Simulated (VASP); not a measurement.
# Settings for PbS: self-consistent run

PbS, Fm-3m (no. 225), 2 atoms in the cell. R2SCAN; PAW potentials Pb_d, S (PBE set). VASP 6.6.1.

Wanted: energy within 0.2 meV/atom; levels at the zone centre within 0.003 eV.

What the run is for: comparing ways to start; Accuracy asked: tight.

Levels at the zone centre: counted from the valence top at that point.

POSCAR:
```
PbS
1.0
    0.0000000000      2.9657500000      2.9657500000
    2.9657500000      0.0000000000      2.9657500000
    2.9657500000      2.9657500000      0.0000000000
Pb S
1 1
Direct
    0.0000000000      0.0000000000      0.0000000000
    0.5000000000      0.5000000000      0.5000000000
```

## How the run starts (with a second run first, the time holds both)

| How the run starts (with a second run first, the time holds both) | Energy less reference (meV/atom) | Levels at the zone centre, largest deviation (eV) | Time (s) |
|---|---|---|---|
| from scratch: 18 SCF iterations | 0.00 | 0.0000 | 64 |
| PBE orbitals (WAVECAR): 12 + 11 SCF iterations | 0.00 | 0.0001 | 54 |
| PBE density (CHGCAR): 12 + 18 SCF iterations | 0.00 | 0.0005 | 78 |
| loose PBE orbitals: 9 + 11 SCF iterations | 0.00 | 0.0001 | 53 |

Chosen: loose PBE orbitals: 9 + 11 SCF iterations; it saves 10.8 s of 64, so from scratch: 18 SCF iterations would do nearly as well.

## All choices together

| Input | Energy less reference (meV/atom) | Levels at the zone centre, largest deviation (eV) | Time (s) |
|---|---|---|---|
| chosen settings | 0.00 | 0.0001 | 53 |
| reference settings throughout | 0.00 | 0.0000 | 64 |

The tolerance is met.

Values of the reference run: Levels at the zone centre: 0, 0, 7.891 eV from the valence top at Gamma.

## The input

INCAR.step1:
```
  ISMEAR = 0
  SIGMA = 0.03
  LWAVE = True
  LCHARG = True
  ISIF = 2
  PREC = Accurate
  LASPH = True
  LREAL = False
  ALGO = Normal
  EDIFF = 0.001
  NELM = 120
  GGA_COMPAT = False
  ENCUT = 440
  EFERMI = MIDGAP
  GGA = PE
```

INCAR.step2, as INCAR.step1 but for:
```
- LWAVE = True
- LCHARG = True
- EDIFF = 0.001
- GGA = PE
+ METAGGA = R2SCAN
+ LWAVE = False
+ LCHARG = False
+ EDIFF = 1E-6
+ LMIXTAU = True
+ ISTART = 1
```

KPOINTS:
```
k-points
0
Gamma
  7 7 7
```

Commands (each step's output is kept before the next begins):
```
cat potpaw_PBE.64/Pb_d/POTCAR potpaw_PBE.64/S/POTCAR > POTCAR
cp INCAR.step1 INCAR
mpirun -np 1 vasp_std > vasp.out
cp INCAR.step2 INCAR
mpirun -np 1 vasp_std > vasp.out
```

The chosen input took VASP 6.6.1 53 s on 1 core (Intel Xeon Platinum 8259CL @ 2.50GHz (Skylake/Cascade Lake)), a shared host.
